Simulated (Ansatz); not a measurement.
# CuO (P6_3/mmc) in Ansatz: further runs, part 2 of 2

Ansatz 0.2.0.

### 4 Projected density of states, LDA+U

File input.yaml:

```yaml
crystal:
  lattice:
    - [3.1795331, 0.0, 0.0]
    - [-1.58976655, 2.75355644, 0.0]
    - [0.0, 0.0, 4.43149073]
  atoms:
    - { symbol: Cu, position: [0.0, 0.0, 0.0] }
    - { symbol: Cu, position: [0.0, 0.0, 0.5] }
    - { symbol: O, position: [0.3333333333, 0.6666666667, 0.25] }
    - { symbol: O, position: [0.6666666667, 0.3333333333, 0.75] }
hamiltonian:
  xc: lda
  pseudopotentials: { kind: paw }
  hubbard: { sites: [{ species: Cu, l: d, u_eff: 2.0 }] }
kpoints:
  mp_grid: { grid: [10, 10, 6] }
scf:
  occupations: { method: fermi_dirac, width: 0.05 }
  n_extra_bands: 10
output:
  forces: true
  stress: true
  eigenvalues: true
  dos: { projected: true, de: 0.05, nscf_kmesh: { grid: [15, 15, 9] } }
```

Command:

```console
$ ansatz run input.yaml --threads 2 --pin off --max-ram 5632MiB --backend cpu --events-out ev --progress --plain --runs-dir out
```

Run time: 7.7 s. Hardware: 2 threads of Intel Xeon Platinum 8375C at 2.90GHz (Ice Lake), shared host; peak memory 0.46 GiB.

The run converged. Its results:

```yaml
Free_energy: -14216.8358 eV
Pressure: -9.1 GPa
Band_gap_on_the_k_mesh: none (metal or under the smearing width)
Density_of_states_at_the_Fermi_level: 3.54 states/eV per cell
```

Stress tensor (GPa, compression positive):
```
-23.21   0.00   0.00
  0.00 -23.21   0.00
  0.00   0.00  19.22
```

Levels at points of the mesh, in eV from the Fermi level:
| k point | band 23 | band 24 | band 25 | band 26 | band 27 | band 28 |
| --- | --- | --- | --- | --- | --- | --- |
| (0.00, 0.00, 0.00) | -1.40 | -0.35 | 0.61 | 0.61 | 1.64 | 5.24 |
| (0.00, 0.00, -0.50) | -0.15 | -0.15 | -0.15 | -0.15 | 4.36 | 4.36 |
| (0.00, -0.50, 0.00) | -1.81 | -1.61 | 0.34 | 0.52 | 6.83 | 6.92 |
| (0.00, -0.50, -0.50) | -0.59 | -0.59 | -0.56 | -0.56 | 6.06 | 6.06 |

States per cell in windows of 1 eV (zero at the Fermi level; states under -8 eV left out):
```
from (eV)  total  Cu 3d  O 2p  Cu 4s  O 2s
     -8.0   0.13   0.03  0.07   0.03  0.00
     -7.0   2.27   0.54  1.37   0.32  0.02
     -6.0   3.41   1.43  1.79   0.14  0.02
     -5.0   5.87   2.97  2.76   0.06  0.02
     -4.0   2.37   1.70  0.64   0.01  0.01
     -3.0   8.04   7.19  0.70   0.07  0.05
     -2.0   4.91   3.51  1.17   0.07  0.11
     -1.0   3.22   1.64  1.47   0.03  0.04
      0.0   1.78   0.76  0.99   0.01  0.00
      1.0   0.01   0.00  0.00   0.00  0.00
      2.0   0.07   0.00  0.01   0.03  0.02
      3.0   0.16   0.00  0.04   0.08  0.03
      4.0   0.34   0.01  0.09   0.18  0.05
      5.0   0.88   0.01  0.18   0.50  0.06
      6.0   1.57   0.01  0.29   0.91  0.04
      7.0   0.82   0.00  0.11   0.38  0.01
```

Eigenvalues of the final occupation matrices:
| site | spin | trace | eigenvalues |
| --- | --- | --- | --- |
| site 1 | 1 | 4.76 | 0.89 0.89 0.98 1.00 1.00 |
| site 2 | 1 | 4.76 | 0.89 0.89 0.98 1.00 1.00 |

Caveat: the pressure holds a Pulay correction of +1.0 GPa for the finite cutoff; the run has no spin polarisation, though such a crystal can be magnetic; U without spin polarisation on a metal has little footing; the PAW data sets come from PBE, with cores solved anew for the run's functional, which leaves a small shift of forces and pressure; the density of states is complete only up to the lowest level of the last band computed.

### 5 Projected density of states, LDA+U

input.yaml, as its differences from that of step 4:

```diff
@@ -13,3 +13,3 @@
   pseudopotentials: { kind: paw }
-  hubbard: { sites: [{ species: Cu, l: d, u_eff: 2.0 }] }
+  hubbard: { sites: [{ species: Cu, l: d, u_eff: 3.0 }] }
 kpoints:
```

Command:

```console
$ ansatz run input.yaml --threads 2 --pin off --max-ram 5632MiB --backend cpu --events-out ev --progress --plain --runs-dir out
```

It took 7.9 s on 2 threads of Intel Xeon Platinum 8375C at 2.90GHz (Ice Lake), shared host; peak memory 0.43 GiB.

Results (log left out):

```
Free energy                          : -14216.4153 eV
Pressure                             : -8.5 GPa
Band gap on the k mesh               : none (metal or under the smearing width)
Density of states at the Fermi level : 3.48 states/eV per cell
```

Stress tensor (GPa, compression positive):
```
-22.43   0.00   0.00
  0.00 -22.43   0.00
  0.00   0.00  19.29
```

Levels at points of the mesh, in eV from the Fermi level:
| k point | band 23 | band 24 | band 25 | band 26 | band 27 | band 28 |
| --- | --- | --- | --- | --- | --- | --- |
| (0.00, 0.00, 0.00) | -1.32 | -0.47 | 0.62 | 0.62 | 1.77 | 5.40 |
| (0.00, 0.00, -0.50) | -0.15 | -0.15 | -0.15 | -0.15 | 4.49 | 4.49 |
| (0.00, -0.50, 0.00) | -1.98 | -1.81 | 0.33 | 0.53 | 6.97 | 7.06 |
| (0.00, -0.50, -0.50) | -0.61 | -0.61 | -0.57 | -0.57 | 6.22 | 6.22 |

States per cell in windows of 1 eV (zero at the Fermi level; states under -8 eV left out):
| from (eV) | total | Cu 3d | O 2p | Cu 4s | O 2s |
| --- | --- | --- | --- | --- | --- |
| -8.0 | 0.10 | 0.03 | 0.05 | 0.02 | 0.00 |
| -7.0 | 2.22 | 0.60 | 1.28 | 0.30 | 0.02 |
| -6.0 | 3.57 | 1.64 | 1.74 | 0.14 | 0.02 |
| -5.0 | 5.80 | 3.16 | 2.50 | 0.06 | 0.02 |
| -4.0 | 2.86 | 2.10 | 0.71 | 0.02 | 0.01 |
| -3.0 | 8.07 | 7.06 | 0.84 | 0.09 | 0.06 |
| -2.0 | 4.54 | 3.01 | 1.32 | 0.07 | 0.11 |
| -1.0 | 3.02 | 1.42 | 1.50 | 0.02 | 0.04 |
| 0.0 | 1.81 | 0.73 | 1.05 | 0.01 | 0.00 |
| 1.0 | 0.00 | 0.00 | 0.00 | 0.00 | 0.00 |
| 2.0 | 0.06 | 0.00 | 0.01 | 0.03 | 0.02 |
| 3.0 | 0.14 | 0.00 | 0.03 | 0.07 | 0.03 |
| 4.0 | 0.30 | 0.01 | 0.08 | 0.17 | 0.05 |
| 5.0 | 0.73 | 0.01 | 0.16 | 0.41 | 0.06 |
| 6.0 | 1.54 | 0.01 | 0.28 | 0.90 | 0.05 |
| 7.0 | 1.01 | 0.01 | 0.15 | 0.51 | 0.01 |

Eigenvalues of the final occupation matrices:
| site | spin | trace | eigenvalues |
| --- | --- | --- | --- |
| site 1 | 1 | 4.77 | 0.90 0.90 0.99 1.00 1.00 |
| site 2 | 1 | 4.77 | 0.90 0.90 0.99 1.00 1.00 |

Caveat: the pressure holds a Pulay correction of +1.0 GPa for the finite cutoff; the run has no spin polarisation, though such a crystal can be magnetic; U without spin polarisation on a metal has little footing; the PAW data sets come from PBE, with cores solved anew for the run's functional, which leaves a small shift of forces and pressure; the density of states is complete only up to the lowest level of the last band computed.

### 6 Projected density of states, LDA+U

input.yaml, as its differences from that of step 5:

```diff
@@ -13,3 +13,3 @@
   pseudopotentials: { kind: paw }
-  hubbard: { sites: [{ species: Cu, l: d, u_eff: 3.0 }] }
+  hubbard: { sites: [{ species: Cu, l: d, u_eff: 4.0 }] }
 kpoints:
@@ -24 +24,5 @@
   dos: { projected: true, de: 0.05, nscf_kmesh: { grid: [15, 15, 9] } }
+  write_density: true
+  write_potential: true
+  elf: true
+  volumetric_format: npy
```

Potentials or basis: Ansatz PAW.

Command:

```console
$ ansatz run input.yaml --threads 2 --pin off --max-ram 5632MiB --backend cpu --events-out ev --progress --plain --runs-dir out
```

It took 7 s on 2 threads of Intel Xeon Platinum 8375C at 2.90GHz (Ice Lake), shared host; peak memory 0.5 GiB.

Results (log left out):

| Quantity | Value |
| --- | --- |
| Free energy | -14216.0154 eV |
| Pressure | -7.9 GPa |
| Band gap on the k mesh | none (metal or under the smearing width) |
| Density of states at the Fermi level | 3.42 states/eV per cell |

Stress tensor (GPa, compression positive):
```
-21.56   0.00   0.00
  0.00 -21.56   0.00
  0.00   0.00  19.38
```

Levels at points of the mesh, in eV from the Fermi level:
```tsv
k point	band 23	band 24	band 25	band 26	band 27	band 28
(0.00, 0.00, 0.00)	-1.23	-0.59	0.62	0.62	1.91	5.56
(0.00, 0.00, -0.50)	-0.15	-0.15	-0.15	-0.15	4.62	4.62
(0.00, -0.50, 0.00)	-2.14	-2.01	0.32	0.55	7.12	7.20
(0.00, -0.50, -0.50)	-0.62	-0.62	-0.58	-0.58	6.37	6.37
```

States per cell in windows of 1 eV (zero at the Fermi level; states under -8 eV left out):
```tsv
from (eV)	total	Cu 3d	O 2p	Cu 4s	O 2s
-8.0	0.09	0.03	0.04	0.02	0.00
-7.0	2.22	0.70	1.21	0.27	0.02
-6.0	3.79	1.93	1.68	0.14	0.02
-5.0	5.75	3.34	2.27	0.07	0.03
-4.0	3.86	3.07	0.74	0.02	0.01
-3.0	7.56	6.38	0.98	0.10	0.07
-2.0	4.02	2.37	1.43	0.07	0.10
-1.0	2.87	1.25	1.53	0.02	0.04
0.0	1.83	0.71	1.10	0.01	0.00
1.0	0.00	0.00	0.00	0.00	0.00
2.0	0.05	0.00	0.01	0.02	0.01
3.0	0.13	0.00	0.03	0.07	0.03
4.0	0.27	0.01	0.07	0.15	0.05
5.0	0.63	0.01	0.14	0.36	0.06
6.0	1.45	0.01	0.26	0.85	0.05
7.0	1.17	0.01	0.18	0.62	0.01
```

Eigenvalues of the final occupation matrices:
| site | spin | trace | eigenvalues |
| --- | --- | --- | --- |
| site 1 | 1 | 4.79 | 0.90 0.90 0.99 1.00 1.00 |
| site 2 | 1 | 4.79 | 0.90 0.90 0.99 1.00 1.00 |

Caveat: the pressure holds a Pulay correction of +1.0 GPa for the finite cutoff; the run has no spin polarisation, though such a crystal can be magnetic; U without spin polarisation on a metal has little footing; the PAW data sets come from PBE, with cores solved anew for the run's functional, which leaves a small shift of forces and pressure; the density of states is complete only up to the lowest level of the last band computed.

### 7 The runs side by side

| level | U | hubbard projectors | double counting | gap on the mesh (eV) | pressure (GPa) |
| --- | --- | --- | --- | --- | --- |
| LDA | - | - | - | none | -9.9 |
| LDA+U | Cu d U = 1 eV | ortho-atomic (the default) | fll (the default) | none | -9.5 |
| LDA+U | Cu d U = 2 eV | ortho-atomic (the default) | fll (the default) | none | -9.1 |
| LDA+U | Cu d U = 3 eV | ortho-atomic (the default) | fll (the default) | none | -8.5 |
| LDA+U | Cu d U = 4 eV | ortho-atomic (the default) | fll (the default) | none | -7.9 |

Alike in all rows: task projected density of states; potentials or basis Ansatz PAW; no spin polarisation; cell as given; k mesh 10 × 10 × 6; cutoff (eV) 420; smearing fermi-dirac 0.05 eV.

Every run on the cell as given and a fine mesh finds a metal. The pressure there spans -9.9 GPa (LDA) to -7.9 GPa (LDA+U); a positive pressure means that this level wants a larger cell, a negative one a smaller.

Caveats: the run has no spin polarisation, though such a crystal can be magnetic; the PAW data sets come from PBE, with cores solved anew for the run's functional, which leaves a small shift of forces and pressure; the density of states is complete only up to the lowest level of the last band computed; U without spin polarisation on a metal has little footing (some runs); semilocal functionals often make such compounds metallic where correlation or magnetic order opens a gap, which also shifts bond lengths (some runs).

Absolute energies hang on the potentials; compare differences alone.
